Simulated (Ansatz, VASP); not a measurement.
# SnPtSe4: VASP beside Ansatz, part 2 of 3

Aim: how closely do two programs agree when they are given the same cell, functional and k mesh? The cell is taken from a series of runs on this material, whose earlier steps may have relaxed, scaled, displaced or heated it; both programs get it as it stands.

VASP 6.6.1 and Ansatz 0.2.0.

So far: Set-up; Ansatz: single point, PBE, pair 1.

**3. VASP: single point, PBE, pair 1**

Level of this step: PBE; plane waves and PAW (Se, Pt, Sn_d) (VASP).

The same cell, functional, mesh and smearing now go to VASP, with its own data sets.

Lines of VASP's logs that name or quote its potential files are left out, and so is its time.

INCAR reads:

```
SYSTEM = SnPtSe4
PREC = Accurate
ENCUT = 400
EDIFF = 1E-06
NELM = 120
ISMEAR = -1
SIGMA = 0.02
LREAL = .FALSE.
ALGO = Normal
GGA = PE
NBANDS = 30
LASPH = .TRUE.
LORBIT = 11
LWAVE = .FALSE.
LCHARG = .FALSE.
ISIF = 2
LDIPOL = .TRUE.
IDIPOL = 3
DIPOL = 0.5 0.5 0.508
LVHAR = .TRUE.
GGA_COMPAT = .FALSE.
EFERMI = MIDGAP
NELMDL = -8
KPAR = 2
```

POSCAR reads:

```
SnPtSe4
1.0
    3.7675000000      0.0000000000      0.0000000000
   -1.8837500000      3.2627507088      0.0000000000
    0.0000000000      0.0000000000     22.7367280191
Se Pt Sn
4 1 1
Direct
    0.6666666667      0.3333333333      0.7036911283
    0.3333333333      0.6666666667      0.5904018951
    0.3333333333      0.6666666667      0.4359107585
    0.6666666667      0.3333333333      0.2932235047
    0.0000000000      0.0000000000      0.6469674120
    0.0000000000      0.0000000000      0.3644229463
```

KPOINTS reads:

```
Automatic mesh
0
Gamma
12 12 1
0 0 0
```

PAW data sets: Se, Pt and Sn_d (PBE family, release 64).

The run is started by

```console
$ mpirun -np 2 vasp_std
```

Numbers of over 12 decimals in the logs are rounded to 6 here.

Log:

```text
[banner, memory and clock lines left out]
running    2 mpi-ranks, on    1 nodes
 distrk:  each k-point on    1 cores,    2 groups
 distr:  one band on    1 cores,    1 groups

 POSCAR found type information on POSCAR SePtSn
 POSCAR found :  3 types and       6 ions
 LDA part: xc-table for (Slater+PW92), standard interpolation
 POSCAR, INCAR and KPOINTS ok, starting setup
 FFT: planning ... GRIDC
 FFT: planning ... GRID_SOFT
 FFT: planning ... GRID
 WAVECAR not read
 entering main loop
       N       E                     dE             d eps       ncg     rms          rms(c)
DAV:   1     0.351920992095E+03    0.35192E+03   -0.17638E+04  1220   0.118E+03
DAV:   2     0.129650583731E+02   -0.33896E+03   -0.32605E+03  1408   0.272E+02
DAV:   3    -0.256584630915E+02   -0.38624E+02   -0.37467E+02  1428   0.110E+02
DAV:   4    -0.271380020420E+02   -0.14795E+01   -0.14618E+01  1388   0.236E+01
DAV:   5    -0.271907328594E+02   -0.52731E-01   -0.52684E-01  1620   0.428E+00
DAV:   6    -0.271920857183E+02   -0.13529E-02   -0.13525E-02  1564   0.601E-01
DAV:   7    -0.271921122151E+02   -0.26497E-04   -0.26494E-04  1700   0.821E-02
DAV:   8    -0.271921127768E+02   -0.56166E-06   -0.56161E-06  1284   0.106E-02    0.129E+01
DAV:   9    -0.263214693546E+02    0.87064E+00   -0.51833E+00  1254   0.179E+01    0.779E+00
DAV:  10    -0.261331052097E+02    0.18836E+00   -0.16935E+00  1236   0.989E+00    0.352E+00
DAV:  11    -0.260846406293E+02    0.48465E-01   -0.17901E-01  1338   0.318E+00    0.922E-01
DAV:  12    -0.260783139946E+02    0.63266E-02   -0.55726E-02  1332   0.155E+00    0.300E-01
DAV:  13    -0.260782475251E+02    0.66469E-04   -0.67572E-03  1326   0.460E-01    0.195E-01
DAV:  14    -0.260782359034E+02    0.11622E-04   -0.11341E-03  1352   0.236E-01    0.953E-02
[...]
DAV:  19    -0.260784083139E+02   -0.40110E-04   -0.66236E-06  1158   0.106E-02    0.300E-03
DAV:  20    -0.260784336307E+02   -0.25317E-04   -0.80782E-07   980   0.370E-03    0.189E-03
DAV:  21    -0.260784681274E+02   -0.34497E-04   -0.24215E-06  1030   0.471E-03    0.111E-03
DAV:  22    -0.260784773771E+02   -0.92497E-05   -0.29993E-07   916   0.216E-03    0.674E-04
DAV:  23    -0.260784873774E+02   -0.10000E-04   -0.18513E-07   840   0.167E-03    0.308E-04
DAV:  24    -0.260784926852E+02   -0.53079E-05   -0.13555E-07   846   0.119E-03    0.352E-04
DAV:  25    -0.260784947524E+02   -0.20672E-05   -0.80921E-08   804   0.949E-04    0.142E-04
DAV:  26    -0.260784951433E+02   -0.39085E-06   -0.54807E-08   804   0.693E-04
   1 F= -.26078495E+02 E0= -.26078495E+02  d E =-.286327E-06
```

From OUTCAR (step 3):

```text
ion  position               nearest neighbor table
   1  0.667  0.333  0.704-   5 2.53   5 2.53   5 2.53
   2  0.333  0.667  0.590-   5 2.53   5 2.53   5 2.53
   3  0.333  0.667  0.436-   6 2.72   6 2.72   6 2.72
   4  0.667  0.333  0.293-   6 2.71   6 2.71   6 2.71
   5  0.000  0.000  0.647-   2 2.53   2 2.53   2 2.53   1 2.53   1 2.53   1 2.53
   6  0.000  0.000  0.364-   4 2.71   4 2.71   4 2.71   3 2.72   3 2.72   3 2.72

  LATTYP: Found a hexagonal cell.
 ALAT       =     3.7675000000
 C/A-ratio  =     6.0349643050

 Subroutine GETGRP returns: Found  6 space group operations
 (whereof  6 operations were pure point group operations)

The static configuration has the point symmetry C_3v.

 Found     19 irreducible k-points:

   k-points           NKPTS =     19   k-points in BZ     NKDIM =     19   number of bands    NBANDS=     30

   dimension x,y,z NGX =    28 NGY =   28 NGZ =  150
   dimension x,y,z NGXF=    56 NGYF=   56 NGZF=  300

   ENCUT  =  400.0 eV  29.40 Ry    5.42 a.u.   6.14  6.14 37.08*2*pi/ulx,y,z

   NELECT =      48.0000    total number of electrons

 k-points in reciprocal lattice and weights: Automatic mesh
   0.00000000  0.00000000  0.00000000       0.007
   0.08333333 -0.00000000  0.00000000       0.042
   0.16666667 -0.00000000  0.00000000       0.042
   0.25000000  0.00000000  0.00000000       0.042
   0.33333333  0.00000000  0.00000000       0.042
   0.41666667  0.00000000  0.00000000       0.042
   0.50000000  0.00000000  0.00000000       0.021
   0.08333333  0.08333333  0.00000000       0.042
   0.16666667  0.08333333  0.00000000       0.083
[...]
0.33333333  0.25000000  0.00000000       0.083
   0.33333333  0.33333333  0.00000000       0.014

 dipolmoment           0.000000      0.000000      0.000970 electrons x Angstroem

 average (electrostatic) potential at core
       1 -58.5850       2 -58.6200       3 -58.1895       4 -58.1625       5 -74.5992
       6-107.4846

 E-fermi :  -0.1698

 k-point     1 :       0.0000    0.0000    0.0000
  band No.  band energies     occupation
    ...
     20      -0.9132      2.00000
     21      -0.7101      2.00000
     22      -0.7101      2.00000
     23      -0.5914      2.00000
     24      -0.5914      2.00000
     25       1.1595      0.00000
     26       2.3871      0.00000
     27       2.3871      0.00000
     28       2.5758      0.00000
     29       4.0455      0.00000
    ...

 k-point     2 :       0.0833   -0.0000    0.0000
  band No.  band energies     occupation
    ...
     20      -1.1230      2.00000
     21      -0.7865      2.00000
     22      -0.6689      2.00000
     23      -0.5821      2.00000
     24      -0.5606      2.00000
     25       1.5155      0.00000
     26       1.9119      0.00000
     27       2.2779      0.00000
     28       3.0313      0.00000
     29       3.8673      0.00000
    ...

 k-point     3 :       0.1667   -0.0000    0.0000
  band No.  band energies     occupation
    ...
     20      -1.7559      2.00000
     21      -0.7224      2.00000
     22      -0.7163      2.00000
     23      -0.6385      2.00000
     24      -0.4815      2.00000
     25       1.1091      0.00000
     26       1.6927      0.00000
     27       2.0826      0.00000
     28       3.3176      0.00000
     29       4.3857      0.00000
    ...

  Total        1.8075432      1.8075432      1.2261076      0.0000000      0.0000000      0.0000000
  in kB       10.3617750     10.3617750      7.0286846      0.0000000      0.0000000      0.0000000
  external PRESSURE =       9.2507449 kB  Pullay stress =       0.0000000 kB

  energy-cutoff  :      400.00
  volume of cell :      279.49
      direct lattice vectors                 reciprocal lattice vectors
     3.767500000  0.000000000  0.000000000     0.265428003  0.153244929  0.000000000
    -1.883750000  3.262750709  0.000000000     0.000000000  0.306489858  0.000000000
     0.000000000  0.000000000 22.736728019     0.000000000  0.000000000  0.043981702

 POSITION                                       TOTAL-FORCE (eV/Angst)
 -----------------------------------------------------------------------------------
      1.88375      1.08758     15.99963         0.000000     -0.000000      0.094547
     -0.00000      2.17517     13.42381        -0.000000      0.000000      0.007528
     -0.00000      2.17517      9.91118        -0.000000      0.000000      0.009503
      1.88375      1.08758      6.66694         0.000000     -0.000000     -0.117930
      0.00000      0.00000     14.70992        -0.000000     -0.000000      0.048214
      0.00000      0.00000      8.28579        -0.000000      0.000000     -0.041861
 -----------------------------------------------------------------------------------
    total drift:                                0.000000      0.000000     -0.000619

  FREE ENERGIE OF THE ION-ELECTRON SYSTEM (eV)
  ---------------------------------------------------
  free  energy   TOTEN  =       -26.0784951433 eV

  energy  without entropy=      -26.0784948569  energy(sigma->0) =      -26.07849500

 vacuum level on the upper side and lower side of the slab         5.200         5.186

 total charge
# of ion       s       p       d       tot
------------------------------------------
    1        1.477   2.239   0.055   3.772
    2        1.481   2.236   0.056   3.774
    3        1.488   2.307   0.027   3.822
    4        1.484   2.313   0.027   3.823
    5        0.669   0.681   7.990   9.340
    6        1.060   1.022  10.101  12.184
--------------------------------------------------
tot          7.660  10.799  18.256  36.715

[... 3 further parts left out ...]
```

**4. Comparison**

Known differences besides the potentials themselves: the data sets hold 96 valence electrons in Ansatz (on its default PAW (the set named soft_2) files) and 48 in VASP; the cutoff is 420 eV in Ansatz and 400 eV in VASP. Total energies have different zeros and are not compared.

The two programs side by side:

```
              quantity  Ansatz   VASP  difference
gap on the k mesh (eV)   0.486  0.481      +0.005
```

Forces (eV/Å; atoms numbered as in POSCAR):

```
atom        Ansatz x, y, z          VASP x, y, z
 Se1   0.000, 0.000, 0.095   0.000, 0.000, 0.095
 Se2   0.000, 0.000, 0.007   0.000, 0.000, 0.008
 Se3  0.000, 0.000, -0.006   0.000, 0.000, 0.010
 Se4  0.000, 0.000, -0.103  0.000, 0.000, -0.118
 Pt5   0.000, 0.000, 0.047   0.000, 0.000, 0.048
 Sn6  0.000, 0.000, -0.041  0.000, 0.000, -0.042
```

The forces differ by 5.2 meV/Å r.m.s., which is 13.4 % of the r.m.s. force of 0.039 eV/Å (both taken over all components). A gap on the mesh is an upper bound, since the band edges may lie between its points; neither run holds spin-orbit coupling, which can move the band edges of a compound of Pt. With vacuum in the cell, a pressure given here is an average over mostly empty space and none of the material.

**5. Ansatz: single point, PBE, pair 2**

With cell and atoms fixed, the geometry can't cause a difference; cores, projectors, grids and the points listed under the comparison can.

The cell is taken from a series of runs on this material, whose earlier steps may have relaxed, scaled, displaced or heated it; both programs get it as it stands.

input.yaml reads:

```yaml
crystal:
  lattice:
    - [3.7675, 0.0, 0.0]
    - [-1.88375, 3.2627507088, 0.0]
    - [0.0, 0.0, 22.7367280191]
  atoms:
    - { symbol: Se, position: [0.6666666667, 0.3333333333, 0.7036911283] }
    - { symbol: Pt, position: [0.0, 0.0, 0.646967412] }
    - { symbol: Se, position: [0.3333333333, 0.6666666667, 0.5904018951] }
    - { symbol: Se, position: [0.3333333333, 0.6666666667, 0.4359107585] }
    - { symbol: Sn, position: [0.0, 0.0, 0.3644229463] }
    - { symbol: Se, position: [0.6666666667, 0.3333333333, 0.2932235047] }
kpoints:
  mp_grid: { grid: [12, 12, 1] }
scf:
  occupations: { method: fermi_dirac, width: 0.02 }
  n_extra_bands: 10
hamiltonian:
  xc: pbe
  pseudopotentials: { kind: paw }
output:
  forces: true
  write_potential: true
  volumetric_format: []
  eigenstates:
    kpoints:
      - [0.33333333, 0.33333333, 0.0]
      - [0.31666667, 0.31666667, 0.0]
      - [0.3, 0.3, 0.0]
      - [0.28333333, 0.28333333, 0.0]
      - [0.26666667, 0.26666667, 0.0]
      - [0.25, 0.25, 0.0]
      - [0.23333333, 0.23333333, 0.0]
      - [0.21666667, 0.21666667, 0.0]
      - [0.2, 0.2, 0.0]
      - [0.18333333, 0.18333333, 0.0]
      - [0.16666667, 0.16666667, 0.0]
      - [0.15, 0.15, 0.0]
      - [0.13333333, 0.13333333, 0.0]
      - [0.11666667, 0.11666667, 0.0]
      - [0.1, 0.1, 0.0]
      - [0.08333333, 0.08333333, 0.0]
      - [0.06666667, 0.06666667, 0.0]
      - [0.05, 0.05, 0.0]
      - [0.03333333, 0.03333333, 0.0]
      - [0.01666667, 0.01666667, 0.0]
      - [0.0, 0.0, 0.0]
      - [0.02777778, 0.0, 0.0]
      - [0.05555556, 0.0, 0.0]
      - [0.08333333, 0.0, 0.0]
      - [0.11111111, 0.0, 0.0]
      - [0.13888889, 0.0, 0.0]
      - [0.16666667, 0.0, 0.0]
      - [0.19444444, 0.0, 0.0]
      - [0.22222222, 0.0, 0.0]
      - [0.25, 0.0, 0.0]
      - [0.27777778, 0.0, 0.0]
      - [0.30555556, 0.0, 0.0]
      - [0.33333333, 0.0, 0.0]
      - [0.36111111, 0.0, 0.0]
      - [0.38888889, 0.0, 0.0]
      - [0.41666667, 0.0, 0.0]
      - [0.44444444, 0.0, 0.0]
      - [0.47222222, 0.0, 0.0]
      - [0.5, 0.0, 0.0]
      - [0.48333333, 0.03333333, 0.0]
      - [0.46666667, 0.06666667, 0.0]
      - [0.45, 0.1, 0.0]
      - [0.43333333, 0.13333333, 0.0]
      - [0.41666667, 0.16666667, 0.0]
      - [0.4, 0.2, 0.0]
      - [0.38333333, 0.23333333, 0.0]
      - [0.36666667, 0.26666667, 0.0]
      - [0.35, 0.3, 0.0]
    e_range: [-6.0, 4.0]
    unfold:
      supercell_matrix: [[1, 0, 0], [0, 1, 0], [0, 0, 1]]
      layers: { axis: 3, edges: [0.01, 0.51154, 0.99] }
efield:
  axis: 3
  dipole_correction: true
```

The run is started by

```console
$ ansatz run input.yaml --threads 4 --pin off --max-ram 12288MiB --backend cpu --events-out ev --progress --plain --runs-dir out
```

Log:

```text
[...]
Crystal: 6 atoms, lattice volume = 279.489 Å³
Basis set: ecut = 420 eV, 5499 PW (Γ), exchange–correlation on 54×54×320 points (8 copies of the dense FFT grid, shifted against one another)
Bands: 58, of which v1, the nominal top of the filled ones, is band 48 counted from 1 (47 counted from 0)
Symmetry: 6 space group operations
[...]
k-point 0: bands = [... 44 lower, 1.8548, 1.8548, 1.9716, 1.9716, 3.7296, 4.9570, 4.9570, 5.1470, ... 6 higher]
  k-point 1: bands = [... 44 lower, 1.7791, 1.8957, 1.9816, 2.0041, 4.0842, 4.4814, 4.8477, 5.6020, ... 6 higher]
  k-point 2: bands = [... 44 lower, 1.8439, 1.8483, 1.9264, 2.0828, 3.6803, 4.2600, 4.6521, 5.8878, ... 6 higher]
  k-point 18: bands = [... 44 lower, 0.6284, 0.8355, 1.0642, 1.2792, 3.5620, 3.8229, 3.8555, 6.9006, ... 6 higher]
[key lines of the parts left out:]
SCF converged after 9 iterations
Free energy (F): -40425.667663 eV
Fermi energy:    2.395895 eV
Dipole field:    D = -0.000513 V/Å  (p = -0.000793 e·Å, saw-weighted, corrected)
Work function:   Φ+ = 5.3662 eV   Φ− = 5.3546 eV
```

**6. VASP: single point, PBE, pair 2**

The same cell, functional, mesh and smearing now go to VASP, with its own data sets.

INCAR is that of step 3.

POSCAR is that of step 3.

KPOINTS is that of step 3.

The run is started by

```console
$ mpirun -np 2 vasp_std
```

Log:

```text
[... set-up lines as in an earlier step ...]
 entering main loop
       N       E                     dE             d eps       ncg     rms          rms(c)
[... 26 cycles as in an earlier step ...]
   1 F= -.26078495E+02 E0= -.26078495E+02  d E =-.286327E-06
```

From OUTCAR (step 6):

```text
[... 6 parts as in an earlier step ...]

[... 1 further part left out ...]
[key lines of the parts left out:]
E-fermi :  -0.1698
```

**7. Comparison**

What differs besides the data sets and the points named for the pairs above, as far as they apply: the data sets hold 96 valence electrons in Ansatz (on its default PAW (the set named soft_2) files) and 48 in VASP. Total energies have different zeros and are not compared.

The two programs side by side:

```
              quantity  Ansatz   VASP  difference
gap on the k mesh (eV)   0.486  0.481      +0.005
```

Forces (eV/Å; atoms numbered as in POSCAR):

(Unchanged from step 4.)

The forces differ by 5.2 meV/Å r.m.s., which is 13.4 % of the r.m.s. force of 0.039 eV/Å (both taken over all components). A gap on the mesh is an upper bound, since the band edges may lie between its points; neither run holds spin-orbit coupling, which can move the band edges of a compound of Pt. With vacuum in the cell, a pressure given here is an average over mostly empty space and none of the material.

**8. VASP: single point, PBEsol**

A single point gives forces, pressure and levels at one fixed geometry, so differences don't come from the geometry; what else differs is listed under the comparison.

Edit INCAR of step 6 so:

```diff
@@ -9,3 +9,3 @@
 ALGO = Normal
-GGA = PE
+GGA = PS
 NBANDS = 30
```

POSCAR is that of step 6.

KPOINTS is that of step 6.

The run is started by

```console
$ mpirun -np 2 vasp_std
```

Log:

```text
[banner, memory and clock lines left out]
running    2 mpi-ranks, on    1 nodes
[...]
|                                                                             |
|               ----> ADVICE to this user running VASP <----                  |
|                                                                             |
|     You enforced a specific xc type in the INCAR file but a different       |
|     [... a line on the potential file left out ...]
|     I HOPE YOU KNOW WHAT YOU ARE DOING!                                     |
|                                                                             |

 LDA part: xc-table for (Slater+PW92), standard interpolation
 POSCAR, INCAR and KPOINTS ok, starting setup
[...]
entering main loop
       N       E                     dE             d eps       ncg     rms          rms(c)
DAV:   1     0.349758464267E+03    0.34976E+03   -0.17634E+04  1220   0.118E+03
DAV:   2     0.105172834111E+02   -0.33924E+03   -0.32643E+03  1398   0.273E+02
DAV:   3    -0.283277394898E+02   -0.38845E+02   -0.37720E+02  1434   0.110E+02
DAV:   4    -0.298173105934E+02   -0.14896E+01   -0.14730E+01  1382   0.237E+01
[...]
DAV:  24    -0.286763761938E+02   -0.48817E-05   -0.14230E-07   852   0.134E-03    0.413E-04
DAV:  25    -0.286763781062E+02   -0.19125E-05   -0.67925E-08   798   0.101E-03    0.180E-04
DAV:  26    -0.286763787704E+02   -0.66421E-06   -0.59730E-08   798   0.906E-04
   1 F= -.28676379E+02 E0= -.28676378E+02  d E =-.865674E-06
```

(Part 2 of 3 ends here.)

[Lines on the potential files, build, host, timing and source positions are cut from VASP's logs without a mark.]

[Logs are printed without paths, hosts, clocks, repeated set-up lines and the standing remarks that a program may print on its own settings, such as how far it seeks lower states.]

[Hosts, paths, dates, database ids (printed as entryN), source tags and the programs' standing remarks are cut or masked in the printed files.]
